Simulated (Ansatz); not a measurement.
Bi, DFT, PBE, PAW with Ansatz's default frozen-core files, scalar-relativistic (Ansatz 0.2.0), run on 1 thread of Intel(R) Xeon(R) Platinum 8488C (Sapphire Rapids) on a shared host.

The cell comes from COD entry 9011614, which wasn't checked; take it as a given geometry. The listed cell was then made from it by scaling, straining or moving an atom.

Command: `ansatz run input.yaml --threads 1 --pin off --max-ram 3072MiB --backend cpu --events-out ev --progress --plain --runs-dir out`

```yaml
crystal:
  lattice:
    - [4.5987308376, 0.0, 0.0]
    - [-2.2993654188, 3.9826177306, 0.0]
    - [0.0, 0.0, 11.9846625878]
  atoms:
    - { symbol: Bi, position: [0.3333333333, 0.6666666667, 0.25] }
    - { symbol: Bi, position: [0.6666666667, 0.3333333333, 0.75] }
kpoints:
  mp_grid: { grid: [9, 9, 3] }
scf:
  occupations: { method: fermi_dirac, width: 0.03 }
hamiltonian:
  xc: pbe
  pseudopotentials: { kind: paw }
output:
  forces: true
  stress: true
  eigenvalues: true
  efg: { contact_densities: true }
```

**Question.** How large is the problem that the program sets up?

**Answer.** 24 irreducible k-points, 4331 plane waves at Γ, 19 bands.

**Question.** About how long does it take, and how much memory does it use?

**Answer.** 4.8 s of wall time for 7 SCF iterations, with a peak of 0.53 GiB. Times on shared machines scatter by tens of per cent.

**Question.** And the same cell and mesh by all-electron PAW (datasets made for this crystal), asked for forces, stress, eigenvalues, efg, on the same hardware?

**Answer.** 5.8 s, peak memory 0.48 GiB.
